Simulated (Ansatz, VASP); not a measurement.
# Two plane-wave programs on CuAu

```
Cu Au
1.0
     2.71600    0.00000    0.00000
     0.00000    2.71600    0.00000
     0.00000    0.00000    3.78010
Cu Au
1 1
Direct
  0.50000 0.50000 0.50000
  0.00000 0.00000 0.00000
```

Change from the starting cell: strain -0.030 along x and y, +0.030 along z, atoms carried along.

Alike in both runs: task single point; functional PBE; k mesh 18 × 18 × 14; occupations gaussian, width 0.15 eV; no spin polarisation.

|  | VASP | Ansatz |
| --- | --- | --- |
| version | VASP 6.6.1 | Ansatz 0.2.0 |
| potentials or method | VASP PAW PBE potentials, release 64 (Cu, Au) | scalar-relativistic, plane waves, PAW |
| plane-wave cutoff (eV) | 520 | 420 |
| valence electrons in the cell | 22 | 38 |

```csv
,VASP,Ansatz,Ansatz less VASP
gap on the k mesh at the Fermi level (eV),none,none,-
pressure (GPa),13.5,13.3,-0.13
largest component of the traceless stress (GPa),3.40,3.49,+0.086
```

A gap of «none» marks a metal or a gap that the smearing closes. The two sets of potentials don't hold the same shells in valence.

Spin-orbit coupling is left out, which matters for the levels of Au.
